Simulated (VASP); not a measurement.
Mg:

```
CELL_PARAMETERS angstrom
-1.47650 1.47650 1.47650
1.47650 -1.47650 1.47650
1.47650 1.47650 -1.47650
ATOMIC_POSITIONS crystal
Mg 0.00000 0.00000 0.00000
```

This isn't the form of Mg at room conditions, which is hcp.

| Quantity | Value |
| --- | --- |
| Program | VASP 6.6.1 |
| Task | relaxation of cell and atoms |
| Functional | PBE |
| Potentials or basis | VASP PAW PBE potentials, release 64 (Mg) |
| Cutoff | 520 eV |
| k mesh | 21 × 21 × 21 |
| Occupations | gaussian, width 0.1 eV |
| Spin | no spin polarisation |

At the start: pressure 63.4 GPa; volume 12.88 Å³/atom.

How do energy, volume and symmetry change on relaxing?

Over 20 steps the energy falls by 1226.4 meV/atom and the volume is 22.80 Å³/atom (+77.1 %); space group Im-3m (No. 229, to 0.05 Å).

The path:
| step | energy change (eV) | largest force (eV/Å) | pressure (GPa) | volume (Å³) |
| --- | --- | --- | --- | --- |
| 1 | 0.0000 | 0.0000 | 63.42 | 12.88 |
| 2 | -1.2086 | 0.0000 | -2.58 | 24.90 |
| 3 | -1.2240 | 0.0000 | 1.16 | 22.15 |
| 4 | -1.2264 | 0.0000 | -0.11 | 22.91 |
| 5 | -1.2263 | 0.0000 | 0.26 | 22.67 |
| 6 | -1.2263 | 0.0000 | 0.26 | 22.68 |
| 7 | -1.2263 | 0.0000 | 0.26 | 22.68 |
| 8 | -1.2263 | 0.0000 | 0.26 | 22.68 |
| 9 | -1.2263 | 0.0000 | 0.26 | 22.68 |
| 10 | -1.2263 | 0.0000 | 0.25 | 22.68 |
| 11 | -1.2263 | 0.0000 | 0.25 | 22.68 |
| 12 | -1.2263 | 0.0000 | 0.25 | 22.68 |
| 13 | -1.2263 | 0.0000 | 0.25 | 22.68 |
| 14 | -1.2263 | 0.0000 | 0.25 | 22.68 |
| 15 | -1.2263 | 0.0000 | 0.25 | 22.68 |
| 16 | -1.2263 | 0.0000 | 0.24 | 22.69 |
| 17 | -1.2263 | 0.0000 | 0.23 | 22.69 |
| 18 | -1.2264 | 0.0000 | 0.21 | 22.71 |
| 19 | -1.2264 | 0.0000 | 0.16 | 22.74 |
| 20 | -1.2264 | 0.0000 | 0.06 | 22.80 |

Final structure:
```
CELL_PARAMETERS angstrom
-1.78634 1.78634 1.78634
1.78634 -1.78634 1.78634
1.78634 1.78634 -1.78634
ATOMIC_POSITIONS crystal
Mg 0.00000 0.00000 0.00000
```

Caveat: the volume moved by over 15 % at a fixed basis, so the end points are rough; the volume moved by +77 % from the deposited cell, more than functionals usually miss.
